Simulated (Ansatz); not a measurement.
A generator proposed this cell of Si.

```
Si
1.0
    -3.11478    3.11478    3.10438
     3.11478   -3.11478    3.10438
     3.11478    3.11478   -3.10438
Si
8
Direct
  0.37666 0.32988 0.24973
  0.08015 0.12693 0.75027
  0.07988 0.33015 0.45322
  0.87693 0.62666 0.54678
  0.37334 0.92012 0.25027
  0.66985 0.12307 0.74973
  0.67012 0.91985 0.04678
  0.87307 0.62334 0.95322
```

These are results of DFT PBE, scalar-relativistic, plane waves, PAW (Ansatz), not measurements. Cutoff 420 eV; k points 4×4×4 on the computed 8-atom cell (Γ-centred); Gaussian smearing, width 0.10 eV; no spin polarisation.

Energies count from the standard state of Si at the same level.

Question: How far from equilibrium is it?

Answer: The pressure is 31.2 GPa (the mean over three directions, positive in compression), the largest force is 1.66 eV/Å, and the energy is +0.46 eV/atom against the standard state. The shortest distance is 2.20 Å.

Question: Is it a good guess?

Answer: A rough one: relaxing gains about 0.29 eV/atom (the start's value is from the coarse mesh, so the gain is rough) in 9 ionic steps and ends at +0.16 eV/atom on the finer mesh. The symmetry stays I4_1/a (No. 88). The volume per atom grows by 20.8 %, from 15.1 to 18.2 Å³. The shortest distance goes from 2.20 Å (Si–Si) to 2.38 Å (Si–Si). Conventional cell: a = 6.679 Å, c = 6.522 Å. Around Si lie 4 Si at 2.38–2.39 Å.

The last run used an 8×8×8 mesh for its 8-atom cell and Gaussian smearing of 0.10 eV. The relaxation can't lower the symmetry of the start, and the grade says only how near the guess is to its own end. A structure relaxed within its symmetry needn't be a true minimum.
